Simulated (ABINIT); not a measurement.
Input of an ABINIT 10.8.3 (patched build) run:

Contents of run.abi:

```
# Pseudopotentials
pp_dirpath "./"
pseudos "Zn.GGA_PBE-JTH.xml, S.GGA_PBE-JTH.xml"

# Structure
acell 3.8212050455 3.8212050455 3.8212050455 Angstrom
rprim
     0.0000000000     0.7071067812     0.7071067812
     0.7071067812     0.0000000000     0.7071067812
     0.7071067812     0.7071067812     0.0000000000
ntypat 2
znucl 30 16
natom 2
typat 1 2
xred
     0.7500000000     0.7500000000     0.7500000000
     0.0000000000     0.0000000000     0.0000000000

# Plane-wave basis
ecut 20.0
pawecutdg 40.0

# k points
kptopt 1
ngkpt 12 12 12
nshiftk 1
shiftk 0.0 0.0 0.0

# Exchange and correlation
ixc 11

# Bands and occupations
nband 13
occopt 3
tsmear 0.05 eV

# SCF cycle
nstep 100
tolvrs 1.0e-9

# Output
iomode 3
prtwf 0
prtden 0
prteig 0
prtebands 0
```

Potentials or basis: JTH PAW PBE v2.0.

Run with:

```console
$ abinit run.abi > log 2>&1
```

Q: What does it give for the band gap on the k mesh?

A: 2.10 eV, direct.

**The experiment to reproduce.**

From “Electronic, vibrational, and thermodynamic properties of ZnS (zincblende and rocksalt structure)”, 2009, arxiv:0911.5022, for a bulk crystal of ZnS at 19 K: band gap 3.85 eV (direct).

A measured gap of ZnS is 3.85 eV (direct; 19 K; quoted in “Electronic, vibrational, and thermodynamic properties of ZnS (zincblende and rocksalt structure)”, 2009, arxiv:0911.5022); the calculated 2.10 eV misses it by -1.75 eV. The value is that of PBE on a finite k mesh, which can miss the band edges, without temperature or zero-point motion. Semilocal functionals fall short of measured gaps as a rule.
